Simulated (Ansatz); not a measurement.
CaO (rocksalt), relaxed with r2SCAN in Ansatz 0.2.0. The symmetry is Fm-3m (No. 225, cubic); a = 4.795 Å in the conventional setting, 13.78 Å³ an atom. Around Ca lie 6 O at 2.40 Å; around O lie 6 Ca at 2.40 Å.

The axes x, y and z are those of this cell:
```
CELL_PARAMETERS angstrom
0.00000 2.39755 2.39755
2.39755 0.00000 2.39755
2.39755 2.39755 0.00000
ATOMIC_POSITIONS crystal
Ca 0.00000 0.00000 0.00000
O 0.50000 0.50000 0.50000
```

Unstrained: PBE gives an indirect gap of 3.653 eV, from Γ to X; the least direct gap is 4.025 eV at X. r2SCAN gives an indirect gap of 4.199 eV, from Γ to X; the least direct gap is 4.574 eV at X. The HSE06 gap is indirect, 5.312 eV (Γ to X), below the direct gap of 5.733 eV at X. Meshes: PBE 10×10×10, r2SCAN 10×10×10, HSE06 6×6×6. Strains are changes of length per length. After each strain the atoms were relaxed again with r2SCAN within the symmetry that the strain leaves, so tilts or polar shifts that break it weren't tested; points keep the names that they have in the unstrained zone. No spin polarisation and no zero-point or thermal motion.

(1) Apply epitaxial -2.0 % in the plane normal to [111], free normal strain +1.14 %. How far does the gap move, against the unstrained cell?

(2) For epitaxial +1.0 % in the plane normal to [111], how far does the free direction move, and what happens to the gap?

(3) For epitaxial -3.0 % in the plane normal to [111], how far does the free direction move, and what happens to the gap?

(4) For epitaxial -4.0 % in the plane normal to [111], how far does the free direction move, and what happens to the gap?

(5) Apply epitaxial +2.0 % in the plane normal to [111], free normal strain -1.16 %. How far does the gap move, against the unstrained cell?

(6) For epitaxial -1.0 % in the plane normal to [111], how far does the free direction move, and what happens to the gap?

(7) Estimate what epitaxial +4.0 % in the plane normal to [111], free normal strain -2.34 % does to the gap.

(8) For epitaxial +3.0 % in the plane normal to [111], how far does the free direction move, and what happens to the gap?

(9) Order the strained cells by their HSE06 gap, smallest first.
A. epitaxial +1.0 % in the plane normal to [111]
B. epitaxial +4.0 % in the plane normal to [111]
C. epitaxial -4.0 % in the plane normal to [111]
D. epitaxial -1.0 % in the plane normal to [111]
E. epitaxial +2.0 % in the plane normal to [111]
F. epitaxial +3.0 % in the plane normal to [111]
G. epitaxial -2.0 % in the plane normal to [111]
H. epitaxial -3.0 % in the plane normal to [111]

## Answers

(1) PBE: the gap goes from 3.653 to 3.598 eV (-0.055 eV); with r2SCAN the top three valence levels at Γ, degenerate before, become 2+1 from the top over 112 meV. r2SCAN: the gap goes from 4.199 to 4.144 eV (-0.055 eV). HSE06: the gap goes from 5.312 to 5.262 eV (-0.050 eV). The r2SCAN energy rises by 8.9 meV an atom.

(2) The normal strain at zero normal stress is -0.59 %, 0.59 of the in-plane strain with the sign turned. PBE: the gap goes from 3.653 to 3.620 eV (-0.033 eV); with r2SCAN the top three valence levels at Γ, degenerate before, become 1+2 from the top over 53 meV. r2SCAN: the gap goes from 4.199 to 4.165 eV (-0.034 eV). HSE06: the gap goes from 5.312 to 5.275 eV (-0.037 eV).

(3) The normal strain at zero normal stress is +1.72 %, 0.57 of the in-plane strain with the sign turned. PBE: the gap goes from 3.653 to 3.561 eV (-0.092 eV); with r2SCAN the top three valence levels at Γ, degenerate before, become 2+1 from the top over 172 meV. r2SCAN: the gap goes from 4.199 to 4.106 eV (-0.093 eV). HSE06: the gap goes from 5.312 to 5.227 eV (-0.085 eV).

(4) The normal strain at zero normal stress is +2.29 %, 0.57 of the in-plane strain with the sign turned. PBE: the gap goes from 3.653 to 3.516 eV (-0.137 eV); with r2SCAN the top three valence levels at Γ, degenerate before, become 2+1 from the top over 235 meV. r2SCAN: the gap goes from 4.199 to 4.060 eV (-0.139 eV). HSE06: the gap goes from 5.312 to 5.183 eV (-0.129 eV).

(5) PBE: the gap goes from 3.653 to 3.585 eV (-0.068 eV); with r2SCAN the top three valence levels at Γ, degenerate before, become 1+2 from the top over 102 meV. r2SCAN: the gap goes from 4.199 to 4.128 eV (-0.071 eV). HSE06: the gap goes from 5.312 to 5.235 eV (-0.077 eV). The r2SCAN energy rises by 8.3 meV an atom.

(6) The normal strain at zero normal stress is +0.58 %, 0.58 of the in-plane strain with the sign turned. PBE: the gap goes from 3.653 to 3.629 eV (-0.024 eV); with r2SCAN the top three valence levels at Γ, degenerate before, become 2+1 from the top over 55 meV. r2SCAN: the gap goes from 4.199 to 4.175 eV (-0.024 eV). HSE06: the gap goes from 5.312 to 5.291 eV (-0.021 eV).

(7) PBE: the gap goes from 3.653 to 3.507 eV (-0.146 eV); with r2SCAN the top three valence levels at Γ, degenerate before, become 1+2 from the top over 195 meV. r2SCAN: the gap goes from 4.199 to 4.046 eV (-0.153 eV). HSE06: the gap goes from 5.312 to 5.148 eV (-0.164 eV). The r2SCAN energy rises by 31.9 meV an atom.

(8) The normal strain at zero normal stress is -1.73 %, 0.58 of the in-plane strain with the sign turned. PBE: the gap goes from 3.653 to 3.547 eV (-0.106 eV); with r2SCAN the top three valence levels at Γ, degenerate before, become 1+2 from the top over 149 meV. r2SCAN: the gap goes from 4.199 to 4.088 eV (-0.111 eV). HSE06: the gap goes from 5.312 to 5.193 eV (-0.119 eV).

(9) B (5.15 eV), C (5.18 eV), F (5.19 eV), H (5.23 eV), E (5.24 eV), G (5.26 eV), A (5.28 eV), D (5.29 eV).

The meshes of the hybrids are coarse, so their gaps aren't converged to the digits shown.

The splittings at Γ are without spin-orbit coupling, which regroups them where it is of like size.
